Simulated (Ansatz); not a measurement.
# SiO2: the cost of one run

Program: Ansatz 0.2.0. Level of theory: DFT PBE, scalar-relativistic, plane waves, PAW. These are calculated values, not measurements.

**1. The structure to begin with**

The structure is tetragonal, space group I-42d (No. 122). Conventional cell: a = 5.027 Å, b = 5.027 Å, c = 7.379 Å, α = 90.00°, β = 90.00°, γ = 90.00°. Si (site symmetry -4) is surrounded by 4 O at 1.63 Å. O (site symmetry 2) has 2 Si at 1.63 Å as nearest neighbours.

Coordinates:

```cif
data_structure
_symmetry_space_group_name_H-M 'P 1'
_symmetry_Int_Tables_number 1
_cell_length_a 5.1235
_cell_length_b 5.1235
_cell_length_c 5.1235
_cell_angle_alpha 121.236
_cell_angle_beta 121.236
_cell_angle_gamma 87.873
_cell_volume 93.25
loop_
_atom_site_label
_atom_site_type_symbol
_atom_site_fract_x
_atom_site_fract_y
_atom_site_fract_z
_atom_site_occupancy
Si1 Si 0.00000 0.00000 0.00000 1
Si2 Si 0.75000 0.25000 0.50000 1
O1 O 0.96689 0.62500 0.84189 1
O2 O 0.37500 0.21689 0.34189 1
O3 O 0.78311 0.12500 0.15811 1
O4 O 0.87500 0.03311 0.65811 1
```

The cell was relaxed beforehand at this level, from a generated guess; it is a trial structure. At a tolerance of 0.02 Å it has space group I-42d (No. 122); it has 15.54 Å³/atom, an uncorrected energy of -2.79 eV/atom over the elements and, on its mesh, gap 5.73 eV.

**2. Elastic constants, atoms relaxed**

input.yaml reads:

```yaml
crystal:
  lattice:
    - [-2.5150160086, 2.5150160086, 3.6879466762]
    - [2.5150160086, -2.5150160086, 3.6879466762]
    - [2.5150160086, 2.5150160086, -3.6879466762]
  atoms:
    - { symbol: Si, position: [0.0, 0.0, 0.0] }
    - { symbol: Si, position: [0.75, 0.25, 0.5] }
    - { symbol: O, position: [0.9666155317, 0.625, 0.8416155317] }
    - { symbol: O, position: [0.375, 0.2166155317, 0.3416155317] }
    - { symbol: O, position: [0.7833844683, 0.125, 0.1583844683] }
    - { symbol: O, position: [0.875, 0.0333844683, 0.6583844683] }
basis:
  ecutwfc: 420
kpoints:
  mp_grid: { grid: [6, 6, 6] }
hamiltonian:
  xc: pbe
scf:
  occupations: { method: fixed }
output:
  forces: true
  stress: true
  eigenvalues: true
  polarization: {}
elastic:
  mode: relaxed_ion
  stencil: two_point
```

On the command line:

```
> ansatz run input.yaml --threads 1 --pin off --max-ram 2560MiB --backend cpu --events-out ev --progress --plain --runs-dir out
```

What time and memory should one allow on 1 thread of AMD EPYC (Zen 3), shared host?

About 17 min, with a peak of 0.47 GiB.
